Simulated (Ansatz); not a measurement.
# Sb (P-1) in Ansatz: convergence with k mesh

Aim: find how far k mesh must go before the results for Sb settle, at PBEsol. This setting moves, with any that are tied to it; all else stays.

Everything below comes from runs of Ansatz 0.2.0. Logs are shortened: lines on timing, memory, paths and dates and some standing lists are left out, and cuts for length are marked.

## (1) The cell of the first run

The typed cell holds 2 atoms: a = 3.122 Å, b = 4.348 Å, c = 4.406 Å, α = 90.00°, β = 90.51°, γ = 90.00°.

This isn't the form of Sb at room conditions, which is rhombohedral.

The cell isn't the ideal one: atoms moved at random, drawn with an rms of 0.05 Å.

## (2) With k mesh 3 × 2 × 2

Contents of input.yaml:

```yaml
crystal:
  lattice:
    - [3.122402, 0.0, 0.0]
    - [0.0, 4.347518, 0.0]
    - [-0.038915, 0.0, 4.405852]
  atoms:
    - { symbol: Sb, position: [0.012176, 0.261488, 0.242609] }
    - { symbol: Sb, position: [1.001542, 0.746485, 0.765354] }
hamiltonian:
  xc: pbesol
  pseudopotentials: { kind: paw, level: accurate }
kpoints:
  mp_grid: { grid: [3, 2, 2] }
scf:
  occupations: { method: gaussian, width: 0.05 }
output:
  forces: true
  stress: true
  eigenvalues: true
```

Potentials or basis: Ansatz PAW earlier set.

Started as:

```bash
$ ansatz run input.yaml --threads 2 --pin off --max-ram 5632MiB --backend cpu --events-out ev --progress --plain --runs-dir out
```

Log:

```text
Warning: RAYON_NUM_THREADS=2 ignored (pool sized by the plan → 2); use --threads N
Engine: ansatz 0.2.0, aarch64-unknown-linux-gnu
Pseudopotentials: kind: paw, level: accurate
Pseudopotential: Sb, paw, valence charge 15, recommended cutoff 430 eV (normal), Sb.paw.azcp#accurate
Functional definition: PBEsol
  exchange = pbesol_x
  correlation = pbesol_c
Crystal: 2 atoms, lattice volume = 59.808 Å³
Basis set: ecut = 430 eV, 1227 PW (Γ), exchange–correlation on 48×60×60 points (8 copies of the dense FFT grid, shifted against one another)
Bands: 19, of which v1, the nominal top of the filled ones, is band 15 counted from 1 (14 counted from 0)
Symmetry: 2 space group operations
Space group: P-1 (ITA 2), of the structure as read, at distance tolerance 3.9e-5 Å
k-points: 8 of 12
Non-local potential: Sb, projectors of the file, l = 0: 3, l = 1: 3, l = 2: 3, l = 3: 2, l = 4: 1
PAW form: soft (Blöchl's): semilocal exchange-correlation on the pseudo side does not see the compensation charge
PAW frozen core: Sb, regenerated for the run's functional, and the local potential with it (the file was generated under x = pbe(κ = 0.804, μ = 0.2195149727645171), c = pbe(β = 0.06672455060314922))
PAW one-centre angular grid: Sb, 590 points (default); XC on 64 Gauss nodes
Initial density: superposition of atomic densities (chi_scale 0.1, normalization cell)
Initial wavefunctions: pseudopotential atomic-orbital guess
Functional: x = pbesol(κ = 0.804, μ = 0.12345679012345678), c = pbesol(β = 0.046)
SCF iter   1: F=—  HF=-12815.350059 eV  |F-HF|=—  |Δ(HF+E_count)|=         —  Δρ=1.40e-2  dr2=1.38e-1  ethr=3.10e-3  ⟨swp⟩=7.1  Hψ=679  notcnv=0
preconditioner: auto → Kerker (q_TF=auto, 2.432 Å⁻¹)  [metal: Δε(μ)=0.006 eV  Ē_g=8.721 eV  σ=0.050 eV  W_gap=0.07  n_scr=10 (ndim 8)  ℏωp=15.2 eV  f_vac=0.000  D(μ)=7.50/eV (n_scr^D=108)]
SCF iter   2: F=—  HF=-12815.325239 eV  |F-HF|=—  |Δ(HF+E_count)|=   2.48e-2  Δρ=9.41e-3  dr2=6.55e-2  ethr=4.61e-4  ⟨swp⟩=1.2  Hψ=218  notcnv=0
SCF iter   3: F=—  HF=-12815.307653 eV  |F-HF|=—  |Δ(HF+E_count)|=   1.76e-2  Δρ=1.36e-3  dr2=1.39e-3  ethr=2.18e-4  ⟨swp⟩=2.6  Hψ=270  notcnv=0  defer=2
SCF iter   4: F=—  HF=-12815.307736 eV  |F-HF|=—  |Δ(HF+E_count)|=   8.35e-5  Δρ=4.71e-4  dr2=2.37e-4  ethr=4.64e-6  ⟨swp⟩=2.0  Hψ=271  notcnv=0  defer=2
SCF iter   5: F=—  HF=-12815.307745 eV  |F-HF|=—  |Δ(HF+E_count)|=   8.68e-6  Δρ=1.38e-4  dr2=1.37e-5  ethr=7.88e-7  ⟨swp⟩=2.0  Hψ=186  notcnv=0  defer=2
SCF iter   6: F=—  HF=-12815.307743 eV  |F-HF|=—  |Δ(HF+E_count)|=   2.16e-6  Δρ=5.62e-5  dr2=1.73e-6  ethr=4.56e-8  ⟨swp⟩=2.0  Hψ=271  notcnv=0  defer=2
SCF iter   7: F=-12815.307743 eV  HF=-12815.307743 eV  |F-HF|=9.13e-9  |Δ(HF+E_count)|=   1.77e-7  Δρ=9.86e-6  dr2=6.86e-8  ethr=3.33e-10  ⟨swp⟩=3.4  Hψ=614  notcnv=0
SCF 1 converged in 7 iterations: F = -12815.307743 eV  dr2 = 6.86e-8
SCF converged after 7 iterations
Free energy (F): -12815.307743 eV
Harris-Foulkes:  -12815.307743 eV  (|F-HF|=9.13e-9)
Internal energy: -12815.298360 eV  (E = F + TS)
E sigma→0 (E₀):  -12815.303051 eV
Entropy (-TS):   -0.009383 eV (-4.691 meV/atom)
Fermi energy:    9.315791 eV
--- Per-component energies (eV) ---
  E_band       = -339.730039
  E_kinetic    = 460.401780
  E_local      = -3560.065365  (includes V_loc(G=0)·N_el)
  E_nonlocal   = 1092.409091
  E_hartree    = 1456.426229
  E_xc         = -773.172456
  E_vxc        = -218.756671  (∫ρ·V_xc dr)
  E_paw        = -8533.044472  (= ΣΔE_a, less E_core_relax)
  E_vpaw       = -1026.571638  (= ΣTr[D̂ρ^β], less what the cores' own moments, if any, meet on the grid)
  E_core_relax = -0.000272  (the energy of the cores' relaxation)
  E_aug_tail   = 0.000009  (compensation charges beyond the density's cutoff)
  E_ewald      = -2958.916387
  E_core_change = 0.663482  (= ΣΔE_core)
  E_smearing   = -0.009383  (= −TS)
  E_closure    = 0.000000  (closes the sum)
  Σ components = -12815.307743   (vs F -12815.307743, Δ=0.00e0)
--- Forces (eV/Å), atoms counted from 1 ---
  atom   1  Sb     0.03220608     0.22044549    -0.06897249
  atom   2  Sb    -0.03220608    -0.22044549     0.06897249
  max |Σ_I F_I| component: 0.00e0 eV/Å
--- Stress (GPa, compression-positive) ---
       -4.584193       0.087895       0.047004
        0.087896       1.013266      -2.383705
        0.047004      -2.383705       0.026172
  P = ⅓ Tr σ = -1.1816 GPa (-11.816 kbar)
--- Band table (eV; the first three rows and the last of 8) ---
  k-point 0: bands = ["-19.4659", "-19.3871", "-19.3673", "-19.2804", "-19.2774", "-19.2630", "-19.2506", "-19.2220", "-19.2049", "-19.2021", "-2.6995", "2.4298", "6.0912", "6.2251", "11.6613", "12.8210", "13.0328", "13.1739", "16.7285"]
  k-point 1: bands = ["-19.3674", "-19.3458", "-19.3326", "-19.3256", "-19.3162", "-19.2909", "-19.2440", "-19.2416", "-19.2377", "-19.2182", "-1.1720", "-0.6652", "8.0736", "8.5910", "8.9384", "8.9845", "14.2824", "14.7345", "17.5345"]
  k-point 2: bands = ["-19.3593", "-19.3456", "-19.3340", "-19.3293", "-19.3174", "-19.2921", "-19.2460", "-19.2398", "-19.2380", "-19.2179", "-1.0440", "-0.7333", "8.0526", "8.3362", "8.8751", "8.8837", "14.3962", "14.6715", "17.8603"]
  k-point 7: bands = ["-19.3716", "-19.3682", "-19.3276", "-19.3224", "-19.3070", "-19.2942", "-19.2481", "-19.2315", "-19.1812", "-19.1648", "1.2340", "1.2863", "5.3588", "5.4118", "8.2066", "8.2343", "13.3275", "13.3619", "16.3620"]
```

Run time: 0.71 s. Hardware: 2 threads of Arm Neoverse V2, shared host; peak memory 0.29 GiB.

Results:

```yaml
Free_energy: -12815.3077 eV
Pressure: -1.2 GPa
Largest_force: 0.233 eV/Å
Band_gap_on_the_k_mesh: none (metal or under the smearing width)
```

## (3) With k mesh 3 × 3 × 3

input.yaml, as its differences from that of step 2:

```diff
@@ -12,3 +12,3 @@
 kpoints:
-  mp_grid: { grid: [3, 2, 2] }
+  mp_grid: { grid: [3, 3, 3] }
 scf:
```

Potentials or basis: Ansatz PAW earlier set.

Started as:

```bash
$ ansatz run input.yaml --threads 2 --pin off --max-ram 5632MiB --backend cpu --events-out ev --progress --plain --runs-dir out
```

Run time: 0.84 s. Hardware: 2 threads of Arm Neoverse V2, shared host; peak memory 0.31 GiB.

What came out:

```yaml
Free_energy: -12816.2206 eV
Pressure: -3.5 GPa
Largest_force: 0.040 eV/Å
Band_gap_on_the_k_mesh: none (metal or under the smearing width)
```

## (4) With k mesh 4 × 3 × 3

input.yaml, as its differences from that of step 3:

```diff
@@ -12,3 +12,3 @@
 kpoints:
-  mp_grid: { grid: [3, 3, 3] }
+  mp_grid: { grid: [4, 3, 3] }
 scf:
```

Started as:

```bash
$ ansatz run input.yaml --threads 2 --pin off --max-ram 5632MiB --backend cpu --events-out ev --progress --plain --runs-dir out
```

Run time: 0.95 s. Hardware: 2 threads of Arm Neoverse V2, shared host; peak memory 0.32 GiB.

What came out:

```
Free energy            : -12815.9520 eV
Pressure               : -1.1 GPa
Largest force          : 0.234 eV/Å
Band gap on the k mesh : none (metal or under the smearing width)
```

## (5) With k mesh 5 × 4 × 4

input.yaml, as its differences from that of step 4:

```diff
@@ -12,3 +12,3 @@
 kpoints:
-  mp_grid: { grid: [4, 3, 3] }
+  mp_grid: { grid: [5, 4, 4] }
 scf:
```

Started as:

```bash
$ ansatz run input.yaml --threads 2 --pin off --max-ram 5632MiB --backend cpu --events-out ev --progress --plain --runs-dir out
```

Run time: 1.5 s. Hardware: 2 threads of Arm Neoverse V2, shared host; peak memory 0.34 GiB.

Results:

```yaml
Free_energy: -12816.0403 eV
Pressure: -1.8 GPa
Largest_force: 0.366 eV/Å
Band_gap_on_the_k_mesh: none (metal or under the smearing width)
```

## (6) With k mesh 6 × 5 × 5

input.yaml, as its differences from that of step 5:

```diff
@@ -12,3 +12,3 @@
 kpoints:
-  mp_grid: { grid: [5, 4, 4] }
+  mp_grid: { grid: [6, 5, 5] }
 scf:
```

Potentials or basis: Ansatz PAW earlier set.

Started as:

```bash
$ ansatz run input.yaml --threads 2 --pin off --max-ram 5632MiB --backend cpu --events-out ev --progress --plain --runs-dir out
```

It took 2.4 s on 2 threads of Arm Neoverse V2, shared host; peak memory 0.37 GiB.

Results (log left out):

* Free energy: -12816.1033 eV
* Pressure: -1.7 GPa
* Largest force: 0.239 eV/Å
* Band gap on the k mesh: none (metal or under the smearing width)

## (7) With k mesh 8 × 6 × 6

input.yaml, as its differences from that of step 6:

```diff
@@ -12,3 +12,3 @@
 kpoints:
-  mp_grid: { grid: [6, 5, 5] }
+  mp_grid: { grid: [8, 6, 6] }
 scf:
```

Started as:

```bash
$ ansatz run input.yaml --threads 2 --pin off --max-ram 5632MiB --backend cpu --events-out ev --progress --plain --runs-dir out
```

Run time: 4.1 s. Hardware: 2 threads of Arm Neoverse V2, shared host; peak memory 0.43 GiB.

The run converged. Its results:

```
Free energy            : -12816.0832 eV
Pressure               : -1.9 GPa
Largest force          : 0.036 eV/Å
Band gap on the k mesh : none (metal or under the smearing width)
```

## (8) With k mesh 10 × 7 × 7

input.yaml, as its differences from that of step 7:

```diff
@@ -12,3 +12,3 @@
 kpoints:
-  mp_grid: { grid: [8, 6, 6] }
+  mp_grid: { grid: [10, 7, 7] }
 scf:
```

Started as:

```bash
$ ansatz run input.yaml --threads 2 --pin off --max-ram 5632MiB --backend cpu --events-out ev --progress --plain --runs-dir out
```

Run time: 6.4 s. Hardware: 2 threads of Arm Neoverse V2, shared host; peak memory 0.51 GiB.

The run converged. Its results:

```
Free energy            : -12816.1030 eV
Pressure               : -2.0 GPa
Largest force          : 0.141 eV/Å
Band gap on the k mesh : none (metal or under the smearing width)
```

## (9) With k mesh 12 × 9 × 8

input.yaml, as its differences from that of step 8:

```diff
@@ -12,3 +12,3 @@
 kpoints:
-  mp_grid: { grid: [10, 7, 7] }
+  mp_grid: { grid: [12, 9, 8] }
 scf:
```

Potentials or basis: Ansatz PAW earlier set.

Started as:

```bash
$ ansatz run input.yaml --threads 2 --pin off --max-ram 5632MiB --backend cpu --events-out ev --progress --plain --runs-dir out
```

Run time: 11 s. Hardware: 2 threads of Arm Neoverse V2, shared host; peak memory 0.67 GiB.

Results (log left out):

```
Free energy            : -12816.0846 eV
Pressure               : -2.0 GPa
Largest force          : 0.134 eV/Å
Band gap on the k mesh : none (metal or under the smearing width)
```

## (10) With k mesh 14 × 10 × 10

input.yaml, as its differences from that of step 9:

```diff
@@ -12,3 +12,3 @@
 kpoints:
-  mp_grid: { grid: [12, 9, 8] }
+  mp_grid: { grid: [14, 10, 10] }
 scf:
```

Started as:

```bash
$ ansatz run input.yaml --threads 2 --pin off --max-ram 5632MiB --backend cpu --events-out ev --progress --plain --runs-dir out
```

Wall time 18 s (2 threads of Arm Neoverse V2, shared host); peak memory 0.9 GiB.

The run converged. Its results:

```
Free energy            : -12816.0988 eV
Pressure               : -2.0 GPa
Largest force          : 0.167 eV/Å
Band gap on the k mesh : none (metal or under the smearing width)
```

## (11) Summary

```
      k mesh  energy less the tightest run, at zero smearing (meV/atom)  pressure (GPa)  largest force (eV/Å)  SCF cycles  CPU time (s)  peak memory (GiB)
   3 × 2 × 2                                                     397.50           -1.18                 0.233           7           1.1               0.29
   3 × 3 × 3                                                     -60.34           -3.46                 0.040           7           1.3               0.31
   4 × 3 × 3                                                      73.51           -1.13                 0.234           7           1.5               0.32
   5 × 4 × 4                                                      29.58           -1.84                 0.366           7           2.6               0.34
   6 × 5 × 5                                                      -2.00           -1.70                 0.239           7           4.3               0.37
   8 × 6 × 6                                                       7.80           -1.95                 0.036           7           7.8               0.43
  10 × 7 × 7                                                      -2.12           -2.01                 0.141           7            12               0.51
  12 × 9 × 8                                                       7.17           -2.01                 0.134           7            22               0.67
14 × 10 × 10                                                       0.00           -2.01                 0.167           7            35                0.9
```

Against the tightest run, the pressure stays within 0.1 GPa from 8 × 6 × 6 on. Not settled before the last step: the energy (to 1 meV/atom), the largest force (to 0.005 eV/Å). Meshes of other sizes hit other points, so gaps and Fermi surfaces needn't settle smoothly. The tightest run that finished is the yardstick and may itself not be fully converged.

Caveats: the PAW data sets come from PBE, with cores solved anew for the run's functional, which leaves a small shift of forces and pressure.
